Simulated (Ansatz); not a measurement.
Runs of Ansatz 0.2.0 on Al2O3 (Corundum). The structure is trigonal, space group R-3c (No. 167). The conventional cell has a = 4.760 Å, b = 4.760 Å, c = 12.996 Å, α = 90.00°, β = 90.00°, γ = 120.00°. Al (site symmetry 3) is surrounded by 6 O at 1.85 to 1.97 Å. O (site symmetry 2) has 4 Al at 1.85 to 1.97 Å as nearest neighbours. 

```csv
task,level,cell,cutoff (eV),points for each segment of the path,gap on the mesh (eV),pressure (GPa),V0 of scaled cells (Å³/atom),relaxed volume (Å³/atom),B0 (GPa),largest force (eV/Å)
equation of state,BPBE,as given,420,-,-,-,8.76,-,(c),-
relaxation of cell and atoms,PBEsol+D3(BJ),relaxed,420,-,(b),0.0,-,8.43,-,-
band structure,exchange-only PBE,as given,420,10,(d),25.7,-,-,-,0.12
band structure,RPBE,as given,420,10,6.31,12.6,-,-,-,0.04
equation of state,BLYP+D3(BJ),as given,420,-,-,-,8.56,-,242,-
equation of state,revPBE+D4,as given,420,-,-,-,(a),-,242,-
equation of state,rPW86-PBE,as given,420,-,-,-,8.91,-,224,-
relaxation of cell and atoms,r2SCAN,relaxed,500,-,7.14,0.0,-,8.50,-,-
```

Alike in all rows: potentials or basis Ansatz PAW; no spin polarisation; k mesh 7 × 7 × 7; smearing fermi-dirac 0.05 eV.

**Question.** Estimate the missing entries.

**Answer.** (a) 8.53; (b) 6.21; (c) 231; (d) 6.54.

Caveats: the potentials were made for another functional, which shifts forces and pressure (some runs); the cell was scaled at fixed shape and fractional positions, which overstates the stiffness of a crystal with free parameters, most of all of layers and chains (some runs); the PAW data sets come from PBE, with cores solved anew for the run's functional, which leaves a small shift of forces and pressure (some runs); odd divisions of the mesh miss points on the zone boundary, where band edges often lie, so the gap on the mesh can be too wide (some runs); the plane-wave basis is chosen anew once the cell has moved, so the energies of steps on either side of that aren't comparable (some runs); so large a pressure means that the cell lies far from this level's equilibrium, or that cutoff or potentials fall short (some runs).

A k mesh can miss the band edges.

Runs at the PBE level aren't shown here.
